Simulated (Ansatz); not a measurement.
Li$_{3}$N (Li3N type, space group P6/mmm)

```yaml
crystal:
  lattice:
    - [7.21954, 0.00000, 0.00000]
    - [-1.80489, 3.12615, 0.00000]
    - [0.00000, 0.00000, 3.85578]
  atoms:
    - { symbol: Li, position: [0.00000, 0.00000, 0.50000] }
    - { symbol: Li, position: [0.50000, 0.00000, 0.50000] }
    - { symbol: Li, position: [0.16667, 0.66667, 0.00000] }
    - { symbol: Li, position: [0.66667, 0.66667, 0.00000] }
    - { symbol: Li, position: [0.33333, 0.33333, 0.00000] }
    - { symbol: Li, position: [0.83333, 0.33333, 0.00000] }
    - { symbol: N, position: [0.00000, 0.00000, 0.00000] }
    - { symbol: N, position: [0.50000, 0.00000, 0.00000] }
```

A phonon eigenvector at M = (0.5, 0.0, 0.0) is frozen into this cell: atom i moves by Q times the vector below, so Q is the largest atomic displacement, in Å. The cell is held. (q is in reciprocal vectors of the primitive cell; the cell shown is doubled to hold the pattern.)

| atom | x | y | z |
|---|---|---|---|
| Li1 | -0.500 | 0.866 | 0.000 |
| Li2 | 0.500 | -0.866 | 0.000 |
| Li3 | -0.067 | 0.116 | 0.000 |
| Li4 | 0.067 | -0.116 | 0.000 |
| Li5 | 0.067 | -0.116 | 0.000 |
| Li6 | -0.067 | 0.116 | 0.000 |
| N7 | -0.217 | 0.375 | 0.000 |
| N8 | 0.217 | -0.375 | 0.000 |

All values below come from r2SCAN (plane waves to 500 eV, PAW, scalar-relativistic; Ansatz, an electronic-structure program). k mesh 11×11×9 (Γ-centred), Fermi-Dirac smearing 0.05 eV. The energy includes the smearing's −TS. Li3N was relaxed with its symmetry unable to fall. ΔE is measured from the undisplaced structure.

```json
[
 {"Q (Å)": "-0.100", "ΔE (meV/cell)": "23.7"},
 {"Q (Å)": "-0.067", "ΔE (meV/cell)": "10.5"},
 {"Q (Å)": "-0.033", "ΔE (meV/cell)": "2.6"},
 {"Q (Å)": "0.000", "ΔE (meV/cell)": "0.0"},
 {"Q (Å)": "0.033", "ΔE (meV/cell)": "2.6"},
 {"Q (Å)": "0.067", "ΔE (meV/cell)": "10.5"},
 {"Q (Å)": "0.100", "ΔE (meV/cell)": "23.7"}
]
```

**Question.** Which DFPT wavenumber at M = (0.5, 0.0, 0.0) belongs to this mode?
(A) 522 cm⁻¹
(B) 256 cm⁻¹
(C) 389 cm⁻¹
(D) 122 cm⁻¹

**Answer.** B, 256 cm⁻¹. The curvature of the scan gives 256 cm⁻¹

(A displaced cell: forces are minus the slopes of the energy, force constants its curvatures, and phonons follow from these.)
